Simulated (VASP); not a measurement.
# Al (Fm-3m) in VASP: a series of runs

Runs on Al. Level: LDA. Tasks: single point.

Everything below comes from runs of VASP 6.6.1. Logs are shortened: lines on timing, memory, paths and dates and some standing lists are left out, and cuts for length are marked.

### 1 The undisturbed crystal

It takes space group Fm-3m (No. 225, cubic). The conventional cell has a = 4.050 Å, b = 4.050 Å, c = 4.050 Å, α = 90.00°, β = 90.00°, γ = 90.00°. Around Al (site symmetry m-3m) lie 12 Al at 2.86 Å.

### 2 Single point, LDA (grid = ENCUT=300 dk=0.35 cell=2x2x1 ISMEAR=1 SIGMA=0.1 LREAL=Auto EDIFF=1e-06)

The input, INCAR:

```
PREC = Accurate ; ENCUT = 300
EDIFF = 1E-6 ; ISMEAR = 1
SIGMA = 0.1 ; LREAL = Auto
LASPH = True ; NELM = 120
ALGO = Fast ; ISIF = 2
LWAVE = False ; LCHARG = False
GGA = CA ; NBANDS = 12
```

The input, KPOINTS:

```
regular mesh
0
Gamma
  8 8 8
```

The input, POSCAR:

```
Al
1.0
    0.0000000000      4.0496100000      4.0496100000
    4.0496100000      0.0000000000      4.0496100000
    2.0248050000      2.0248050000      0.0000000000
Al
3
Direct
    0.0000000000      0.5000000000      0.0000000000
    0.5000000000      0.0000000000      0.0000000000
    0.5000000000      0.5000000000      0.0000000000
```

Potentials or basis: VASP PAW LDA potentials, release 64 (Al).

On the command line:

```bash
cat potpaw_LDA.64/Al/POTCAR > POTCAR
mpirun -np 1 vasp_std > vasp.out
```

OUTCAR:

```text
PREC = Accurate
   ENCUT = 300
   EDIFF = 1E-6
   ISMEAR = 1
   LREAL = Auto
   LASPH = True
   NELM = 120
   ISIF = 2
   GGA = CA

 Found    105 irreducible k-points:

 Following reciprocal coordinates:
            Coordinates               Weight
  0.000000  0.000000  0.000000      1.000000
  0.125000  0.000000  0.000000      4.000000
  0.250000  0.000000  0.000000      4.000000
  0.375000  0.000000  0.000000      4.000000
  0.500000  0.000000  0.000000      2.000000
  0.125000  0.125000  0.000000      2.000000
   k-points           NKPTS =    105   k-points in BZ     NKDIM =    105   number of bands    NBANDS=     12
   number of dos      NEDOS =    301   number of ions     NIONS =      3
   total plane-waves  NPLWV =  16384
   dimension x,y,z NGX =    32 NGY =   32 NGZ =   16
   dimension x,y,z NGXF=    64 NGYF=   64 NGZF=   32
   ions per type =               3
   NGX,Y,Z   is equivalent  to a cutoff of   9.29,  9.29,  9.29 a.u.
   NGXF,Y,Z  is equivalent  to a cutoff of  18.58, 18.58, 18.58 a.u.
 SYSTEM =  unknown system
   PREC   = accura    normal or accurate (medium, high low for compatibility)
   ISTART =      0    job   : 0-new  1-cont  2-samecut
   ICHARG =      2    charge: 1-file 2-atom 10-const
   ISPIN  =      1    spin polarized calculation?
   LNONCOLLINEAR =      F non collinear calculations
   LSORBIT =      F    spin-orbit coupling
   LASPH  =      T    aspherical Exc in radial PAW
   ENCUT  =  300.0 eV  22.05 Ry    4.70 a.u.   8.09  8.09  4.04*2*pi/ulx,y,z
   NELM   =    120;   NELMIN=  2; NELMDL= -5     # of ELM steps
   EDIFF  = 0.1E-05   stopping-criterion for ELM
   LREAL  =      T    real-space projection
   EDIFFG = 0.1E-04   stopping-criterion for IOM
   NSW    =      0    number of steps for IOM
[... 5 lines left out ...]
   TEBEG  =    0.0;   TEEND  =   0.0 temperature during run
   PSTRESS=    0.0 pullay stress
   NELECT =       9.0000    total number of electrons
   NUPDOWN=      -1.0000    fix difference up-down
   EMIN   =  10.00;   EMAX   =-10.00  energy-range for DOS
   EFERMI =   0.00;   METHOD = LEGACY
   ISMEAR =     1;   SIGMA  =   0.10  broadening in eV -4-tet -1-fermi 0-gaus
   EFERMI_NEDOS =   21; number of points for ismear=-14 and -15
   IALGO  =     68    algorithm
   IMIX   =      4    mixing-type and parameters
     AMIX     =   0.40;   BMIX     =  1.00
     AMIX_MAG =   1.60;   BMIX_MAG =  1.00
  volume/ion in A,a.u.               =      22.14       149.39
  Fermi-wavevector in a.u.,A,eV,Ry     =   0.840896  1.589064  9.620770  0.707107
  Thomas-Fermi vector in A             =   1.955353
   LORBIT       =      0    0 simple, 1 ext, 2 COOP (PROOUT), +10 PAW based schemes
   GGA     = CA    functional components
   LHFCALC =     F    Hartree Fock is set to
   AEXX    =    0.0000 exact exchange contribution
   IVDW    =     0    specifies the selected vdW correction
   LEPSILON=     F    determine dielectric tensor
   LRPA    =     F    only Hartree local field effects (RPA)
 non-spin polarized calculation
 RMM-DIIS sequential band-by-band and
 Methfessel and Paxton  Order N= 1 SIGMA  =   0.10
  energy-cutoff  :      300.00
  volume of cell :       66.41
 maximum number of plane-waves:       806
   NGX = 17   NGY = 17   NGZ =  9

 number of electron       8.9999999 magnetization

 Free energy of the ion-electron system (eV)
  ---------------------------------------------------
  ext. energy  EPLUGINS =         0.00000000
  ---------------------------------------------------
  free energy    TOTEN  =       -11.55071668 eV

  energy without entropy =      -11.55141069  energy(sigma->0) =      -11.55094802

 E-fermi :   4.7814     XC(G=0):  -9.1036

 val. band max:        4.7292488448   @ k =   0.3750   0.0000   0.3750
 cond. band min:       4.7922558612   @ k =   0.3750   0.2500   0.0000
 fundamental gap:      0.0630070164
 Fermi energy:         4.7814034520

 k-point     1 :       0.0000    0.0000    0.0000
  band No.  band energies     occupation
      1      -4.8192      2.00000
      2       0.9555      2.00000
      3       1.2585      2.00000
      4       2.5827      2.00000
      5       2.7277      2.00000
      6       4.6280      2.05224
      7       7.1457      0.00000
      8      11.6523      0.00000
      9      11.8536      0.00000
     10      12.5601      0.00000
     11      15.4424      0.00000
     12      16.6282      0.00000

 k-point     2 :       0.1250    0.0000    0.0000
  band No.  band energies     occupation
      1      -4.7291      2.00000
      2       0.0208      2.00000
      3       1.8677      2.00000
      4       2.0318      2.00000
      5       3.6665      2.00000
      6       4.6643      2.06995
      7       7.6099      0.00000
      8      10.7776      0.00000
      9      11.7253      0.00000
     10      13.0870      0.00000
     11      15.5237      0.00000
     12      15.7778      0.00000

 k-point     3 :       0.2500    0.0000    0.0000
  band No.  band energies     occupation
      1      -4.4682      2.00000
      2      -1.0625      2.00000
      3       1.6982      2.00000
      4       2.1332      2.00000
      5       4.4706      2.00010
      6       5.5794     -0.00000
      7       8.5891      0.00000
      8       9.4457      0.00000
      9      11.9352      0.00000
     10      13.4192      0.00000
     11      13.5701      0.00000
     12      14.8627      0.00000

 k-point     4 :       0.3750    0.0000    0.0000
  band No.  band energies     occupation
      1      -4.0871      2.00000
      2      -1.9681      2.00000
      3       1.5588      2.00000
      4       2.0599      2.00000
      5       5.2553     -0.00000
      6       7.0952      0.00000
      7       7.8792      0.00000
      8      10.4165      0.00000
      9      11.3448      0.00000
     10      12.2353      0.00000
     11      13.8429      0.00000
     12      14.1175      0.00000

 k-point     5 :       0.5000    0.0000    0.0000
  band No.  band energies     occupation
      1      -3.8336      2.00000
      2      -2.4000      2.00000
      3       1.5294      2.00000
      4       1.9859      2.00000
      5       6.2018     -0.00000
      6       6.4463     -0.00000
      7       9.2527      0.00000
      8       9.3089      0.00000
      9      12.1727      0.00000
     10      12.3368      0.00000
     11      12.4252      0.00000
     12      13.7764      0.00000

 k-point     6 :       0.1250    0.1250    0.0000
  band No.  band energies     occupation
      1      -4.6941      2.00000
      2       0.3138      2.00000
      3       0.7964      2.00000
      4       3.0515      2.00000
      5       3.2956      2.00000
      6       4.3781      2.00000
      7       8.2181      0.00000
      8      11.7551      0.00000
      9      11.9616      0.00000
     10      12.6503      0.00000
     11      15.0275      0.00000
     12      15.4672      0.00000

 [... further k-points ...]

------------------------ aborting loop because EDIFF is reached ----------------------------------------

  FORCE on cell =-STRESS in cart. coord.  units (eV):
  Direction    XX          YY          ZZ          XY          YZ          ZX
  --------------------------------------------------------------------------------------
  -------------------------------------------------------------------------------------
  Total       -2.6623053     -2.6623053     -2.4352595     -0.4870521      0.0000000      0.0000000
  in kB      -64.2286568    -64.2286568    -58.7511298    -11.7502321      0.0000000      0.0000000
  external PRESSURE =     -62.4028145 kB  Pullay stress =       0.0000000 kB

 VOLUME and BASIS-vectors are now :
 -----------------------------------------------------------------------------
  energy-cutoff  :      300.00
  volume of cell :       66.41
      direct lattice vectors                 reciprocal lattice vectors
     0.000000000  4.049610000  4.049610000    -0.123468680  0.123468680  0.123468680
     4.049610000  0.000000000  4.049610000     0.123468680 -0.123468680  0.123468680
     2.024805000  2.024805000  0.000000000     0.246937359  0.246937359 -0.246937359

 POSITION                                       TOTAL-FORCE (eV/Angst)
 -----------------------------------------------------------------------------------
      2.02481      0.00000      2.02481        -0.000000      0.000000      0.000000
      0.00000      2.02481      2.02481        -0.000000      0.000000      0.000000
      2.02481      2.02481      4.04961         0.000000     -0.000000     -0.000000
 -----------------------------------------------------------------------------------
    total drift:                               -0.000000      0.000000      0.000000

  FREE ENERGIE OF THE ION-ELECTRON SYSTEM (eV)
  ---------------------------------------------------
  free  energy   TOTEN  =       -11.5507166798 eV

  energy  without entropy=      -11.5514106944  energy(sigma->0) =      -11.55094802
```

It took 23 s on 1 thread of Intel Xeon Platinum 8559C (Emerald Rapids), shared host; peak memory 0.13 GiB.

The run converged, but some of its settings lie outside the range that counts as converged, so its numbers aren't taken as properties of the crystal.

What came out:

* Free energy: -11.5507 eV
* Pressure: -6.2 GPa
* Band gap on the k mesh: none (metal or under the smearing width)

### 3 Single point, LDA (grid = ENCUT=350 dk=0.35 cell=2x2x1 ISMEAR=1 SIGMA=0.1 LREAL=Auto EDIFF=1e-06)

Edit INCAR of step 2 so:

```diff
@@ -1,2 +1,2 @@
-PREC = Accurate ; ENCUT = 300
+PREC = Accurate ; ENCUT = 350
 EDIFF = 1E-6 ; ISMEAR = 1
```

KPOINTS is that of step 2.

POSCAR is that of step 2.

Potentials or basis: VASP PAW LDA potentials, release 64 (Al).

On the command line:

```bash
cat potpaw_LDA.64/Al/POTCAR > POTCAR
mpirun -np 1 vasp_std > vasp.out
```

It took 29 s on 1 thread of Intel Xeon Platinum 8559C (Emerald Rapids), shared host; peak memory 0.14 GiB.

These settings aren't checked as converged: the numbers below hold their error.

Results:

* Free energy: -11.5555 eV
* Pressure: -6.2 GPa
* Band gap on the k mesh: none (metal or under the smearing width)

### 4 The reference run

An earlier run on the cell as given: functional PBE; potentials or basis VASP PAW PBE potentials, release 64 (Al); cutoff 520 eV; k mesh 11 × 11 × 11; occupations fermi-dirac, width 0.05 eV; no spin polarisation.

- Pressure: -0.5 GPa
- Band gap on the k mesh: none (metal or under the smearing width)
